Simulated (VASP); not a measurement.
# CaSe (Fm-3m) in VASP: a series of runs, part 2 of 2

VASP 6.6.1. The steps go on from the part before.

### 3 Single point, r2SCAN

The input, INCAR:

```
SYSTEM = CaSe
PREC = Accurate
ENCUT = 700
EDIFF = 1E-6
ISMEAR = 0
SIGMA = 0.05
LREAL = .FALSE.
LASPH = .TRUE.
NELM = 100
ALGO = Normal
ISIF = 2
LWAVE = .FALSE.
LCHARG = .FALSE.
METAGGA = R2SCAN
LMIXTAU = .TRUE.
ADDGRID = .FALSE.
```

The input, KPOINTS:

```
regular mesh
0
G
  7 7 7
  0 0 0
```

The input, POSCAR:

```
CaSe
1.0
    0.0000000000      2.9560000000      2.9560000000
    2.9560000000      0.0000000000      2.9560000000
    2.9560000000      2.9560000000      0.0000000000
Se Ca
1 1
Direct
    0.5000000000      0.5000000000      0.5000000000
    0.0000000000      0.0000000000      0.0000000000
```

Potentials or basis: VASP PAW PBE potentials, release 64 (Se, Ca_sv).

Started as:

```console
$ cat potpaw_PBE.64/Se/POTCAR potpaw_PBE.64/Ca_sv/POTCAR > POTCAR
$ mpirun -np 1 vasp_std > vasp.out
```

OUTCAR:

```text
SYSTEM = CaSe
   PREC = Accurate
   ENCUT = 700
   EDIFF = 1E-6
   ISMEAR = 0
   LREAL = .FALSE.
   LASPH = .TRUE.
   NELM = 100
   ISIF = 2
   METAGGA = R2SCAN

 Found     20 irreducible k-points:

 Following reciprocal coordinates:
            Coordinates               Weight
  0.000000  0.000000  0.000000      1.000000
  0.142857  0.000000  0.000000      8.000000
  0.285714  0.000000  0.000000      8.000000
  0.428571  0.000000  0.000000      8.000000
  0.142857  0.142857  0.000000      6.000000
  0.285714  0.142857  0.000000     24.000000
   k-points           NKPTS =     20   k-points in BZ     NKDIM =     20   number of bands    NBANDS=     12
   number of dos      NEDOS =    301   number of ions     NIONS =      2
   total plane-waves  NPLWV =  46656
   dimension x,y,z NGX =    36 NGY =   36 NGZ =   36
   dimension x,y,z NGXF=    72 NGYF=   72 NGZF=   72
   ions per type =               1   1
   NGX,Y,Z   is equivalent  to a cutoff of  14.32, 14.32, 14.32 a.u.
   NGXF,Y,Z  is equivalent  to a cutoff of  28.63, 28.63, 28.63 a.u.
 SYSTEM =  CaSe
   PREC   = accura    normal or accurate (medium, high low for compatibility)
   ISTART =      0    job   : 0-new  1-cont  2-samecut
   ICHARG =      2    charge: 1-file 2-atom 10-const
   ISPIN  =      1    spin polarized calculation?
   LNONCOLLINEAR =      F non collinear calculations
   LSORBIT =      F    spin-orbit coupling
   LASPH  =      T    aspherical Exc in radial PAW
   ENCUT  =  700.0 eV  51.45 Ry    7.17 a.u.   9.02  9.02  9.02*2*pi/ulx,y,z
   NELM   =    100;   NELMIN=  2; NELMDL= -5     # of ELM steps
   EDIFF  = 0.1E-05   stopping-criterion for ELM
   LREAL  =      F    real-space projection
   EDIFFG = 0.1E-04   stopping-criterion for IOM
   NSW    =      0    number of steps for IOM
   IBRION =     -1    ionic relax: 0-MD 1-quasi-New 2-CG
   NFREE  =      0    steps in history (QN), initial steepest desc. (CG)
   ISIF   =      2    stress and relaxation
   ISYM   =      2    0-nonsym 1-usesym 2-fastsym
   POTIM  = 0.5000    time-step for ionic-motion
   TEBEG  =    0.0;   TEEND  =   0.0 temperature during run
   PSTRESS=    0.0 pullay stress
   NELECT =      16.0000    total number of electrons
   NUPDOWN=      -1.0000    fix difference up-down
   EMIN   =  10.00;   EMAX   =-10.00  energy-range for DOS
   EFERMI =   0.00;   METHOD = LEGACY
   ISMEAR =     0;   SIGMA  =   0.05  broadening in eV -4-tet -1-fermi 0-gaus
   EFERMI_NEDOS =   21; number of points for ismear=-14 and -15
   IALGO  =     38    algorithm
   IMIX   =      4    mixing-type and parameters
     AMIX     =   0.40;   BMIX     =  1.00
     AMIX_MAG =   1.60;   BMIX_MAG =  1.00
  volume/ion in A,a.u.               =      25.83       174.30
  Fermi-wavevector in a.u.,A,eV,Ry     =   1.107645  2.093145 16.692666  1.226876
  Thomas-Fermi vector in A             =   2.244161
   LORBIT       =      0    0 simple, 1 ext, 2 COOP (PROOUT), +10 PAW based schemes
   METAGGA = R2SCAN    functional components
   LHFCALC =     F    Hartree Fock is set to
   AEXX    =    0.0000 exact exchange contribution
   IVDW    =     0    specifies the selected vdW correction
   LEPSILON=     F    determine dielectric tensor
   LRPA    =     F    only Hartree local field effects (RPA)
 non-spin polarized calculation
 Gauss-broadening in eV      SIGMA  =   0.05
  energy-cutoff  :      700.00
  volume of cell :       51.66
 maximum number of plane-waves:      2186
   NGX = 17   NGY = 17   NGZ = 17

 number of electron      16.0000001 magnetization

 Free energy of the ion-electron system (eV)
  ---------------------------------------------------
  ext. energy  EPLUGINS =         0.00000000
  ---------------------------------------------------
  free energy    TOTEN  =       -25.98010951 eV

  energy without entropy =      -25.98010951  energy(sigma->0) =      -25.98010951

 E-fermi :   2.4950     XC(G=0):  -9.5873

 val. band max:        2.1944452739   @ k =   0.0000   0.0000   0.0000
 cond. band min:       4.7475123733   @ k =   0.4286   0.4286   0.0000
 fundamental gap:      2.5530670995
 Fermi energy:         2.4950184263

 k-point     1 :       0.0000    0.0000    0.0000
  band No.  band energies     occupation
      1     -39.0954      2.00000
      2     -19.2074      2.00000
      3     -19.2074      2.00000
      4     -19.2074      2.00000
      5     -10.0057      2.00000
      6       2.1944      2.00000
      7       2.1944      2.00000
      8       2.1944      2.00000
      9       6.3418      0.00000
     10       6.4211      0.00000
     11       6.4212      0.00000
     12       6.4212      0.00000

 k-point     2 :       0.1429    0.0000    0.0000
  band No.  band energies     occupation
      1     -39.0942      2.00000
      2     -19.2301      2.00000
      3     -19.2088      2.00000
      4     -19.2087      2.00000
      5      -9.8808      2.00000
      6       1.2930      2.00000
      7       1.9005      2.00000
      8       1.9005      2.00000
      9       6.3993      0.00000
     10       6.7026      0.00000
     11       6.7026      0.00000
     12       7.4308      0.00000

 k-point     3 :       0.2857    0.0000    0.0000
  band No.  band energies     occupation
      1     -39.0913      2.00000
      2     -19.2800      2.00000
      3     -19.2118      2.00000
      4     -19.2118      2.00000
      5      -9.5820      2.00000
      6      -0.0945      2.00000
      7       1.3806      2.00000
      8       1.3806      2.00000
      9       6.5788      0.00000
     10       7.3804      0.00000
     11       7.3804      0.00000
     12       8.7879      0.00000

 k-point     4 :       0.4286    0.0000    0.0000
  band No.  band energies     occupation
      1     -39.0890      2.00000
      2     -19.3192      2.00000
      3     -19.2142      2.00000
      4     -19.2142      2.00000
      5      -9.3195      2.00000
      6      -0.9709      2.00000
      7       1.0459      2.00000
      8       1.0459      2.00000
      9       7.1210      0.00000
     10       8.1606      0.00000
     11       8.1606      0.00000
     12       8.5477      0.00000

 k-point     5 :       0.1429    0.1429    0.0000
  band No.  band energies     occupation
      1     -39.0938      2.00000
      2     -19.2278      2.00000
      3     -19.2136      2.00000
      4     -19.2136      2.00000
      5      -9.8493      2.00000
      6       1.0485      2.00000
      7       1.9113      2.00000
      8       1.9113      2.00000
      9       5.9843      0.00000
     10       6.8876      0.00000
     11       7.1350      0.00000
     12       7.1357      0.00000

 k-point     6 :       0.2857    0.1429    0.0000
  band No.  band energies     occupation
      1     -39.0914      2.00000
      2     -19.2633      2.00000
      3     -19.2188      2.00000
      4     -19.2165      2.00000
      5      -9.6332      2.00000
      6       0.1539      2.00000
      7       1.4074      2.00000
      8       1.5450      2.00000
      9       5.9943      0.00000
     10       7.4027      0.00000
     11       7.5254      0.00000
     12       8.0709      0.00000

 [... further k-points ...]
[... 5 lines left out ...]
  --------------------------------------------------------------------------------------
  -------------------------------------------------------------------------------------
  Total        0.2824525      0.2824525      0.2824525      0.0000000      0.0000000      0.0000000
  in kB        8.7601729      8.7601729      8.7601729      0.0000000      0.0000000      0.0000000
  external PRESSURE =       8.7601729 kB  Pullay stress =       0.0000000 kB

 VOLUME and BASIS-vectors are now :
 -----------------------------------------------------------------------------
  energy-cutoff  :      700.00
  volume of cell :       51.66
      direct lattice vectors                 reciprocal lattice vectors
     0.000000000  2.956000000  2.956000000    -0.169147497  0.169147497  0.169147497
     2.956000000  0.000000000  2.956000000     0.169147497 -0.169147497  0.169147497
     2.956000000  2.956000000  0.000000000     0.169147497  0.169147497 -0.169147497

 POSITION                                       TOTAL-FORCE (eV/Angst)
 -----------------------------------------------------------------------------------
      2.95600      2.95600      2.95600         0.000000      0.000000      0.000000
      0.00000      0.00000      0.00000        -0.000000     -0.000000     -0.000000
 -----------------------------------------------------------------------------------
    total drift:                                0.000000      0.000000      0.000000

  FREE ENERGIE OF THE ION-ELECTRON SYSTEM (eV)
  ---------------------------------------------------
  free  energy   TOTEN  =       -25.9801095064 eV

  energy  without entropy=      -25.9801095064  energy(sigma->0) =      -25.98010951
```

Wall time 53 s (1 thread of Intel Xeon Platinum 8488C (Sapphire Rapids), shared host); peak memory 0.22 GiB.

These settings aren't checked as converged: the numbers below hold their error.

What came out:

| Quantity | Value |
| --- | --- |
| Free energy | -25.9801 eV |
| Pressure | 0.9 GPa |
| Band gap on the k mesh | 2.55 eV, indirect (least direct gap 3.48 eV) |

Caveat: the PAW data sets were made with another functional, which shifts forces and pressure a little; an odd mesh through Γ misses points on the zone boundary, where band edges often lie.

### 4 Single point, r2SCAN

INCAR is that of step 3.

KPOINTS is that of step 3.

The input, POSCAR:

```
CaSe
1.0
    0.0000000000      2.9560000000      2.9560000000
    2.9560000000      0.0000000000      2.9560000000
    2.9560000000      2.9560000000      0.0000000000
Se Ca
1 1
Direct
    0.5137070000      0.4880300000      0.5023060000
    0.0084580000     -0.0027510000     -0.0091450000
```

Started as:

```console
$ cat potpaw_PBE.64/Se/POTCAR potpaw_PBE.64/Ca_sv/POTCAR > POTCAR
$ mpirun -np 1 vasp_std > vasp.out
```

It took 5.9 min on 1 thread of Intel Xeon Platinum 8488C (Sapphire Rapids), shared host; peak memory 0.36 GiB.

These settings aren't checked as converged: the numbers below hold their error.

Results:

```yaml
Free_energy: -25.9756 eV
Pressure: 0.9 GPa
Largest_force: 0.177 eV/Å
Band_gap_on_the_k_mesh: 2.56 eV, indirect (least direct gap 3.48 eV)
```

Caveat: the PAW data sets were made with another functional, which shifts forces and pressure a little; an odd mesh through Γ misses points on the zone boundary, where band edges often lie.

### 5 Single point, r2SCAN

Changes to INCAR since step 4:

```diff
@@ -2,3 +2,3 @@
 PREC = Accurate
-ENCUT = 700
+ENCUT = 350
 EDIFF = 1E-6
```

The input, KPOINTS:

```
regular mesh
0
G
  10 10 10
  0 0 0
```

The input, POSCAR:

```
CaSe
1.0
    0.0000000000      2.9560000000      2.9560000000
    2.9560000000      0.0000000000      2.9560000000
    2.9560000000      2.9560000000      0.0000000000
Se Ca
1 1
Direct
    0.5000000000      0.5000000000      0.5000000000
    0.0000000000      0.0000000000      0.0000000000
```

Started as:

```console
$ cat potpaw_PBE.64/Se/POTCAR potpaw_PBE.64/Ca_sv/POTCAR > POTCAR
$ mpirun -np 1 vasp_std > vasp.out
```

It took 66 s on 1 thread of Intel Xeon Platinum 8488C (Sapphire Rapids), shared host; peak memory 0.17 GiB.

These settings aren't checked as converged: the numbers below hold their error.

What came out:

```yaml
Free_energy: -25.9764 eV
Pressure: 0.8 GPa
Band_gap_on_the_k_mesh: 2.49 eV, indirect (least direct gap 3.44 eV)
```

Caveat: the PAW data sets were made with another functional, which shifts forces and pressure a little.
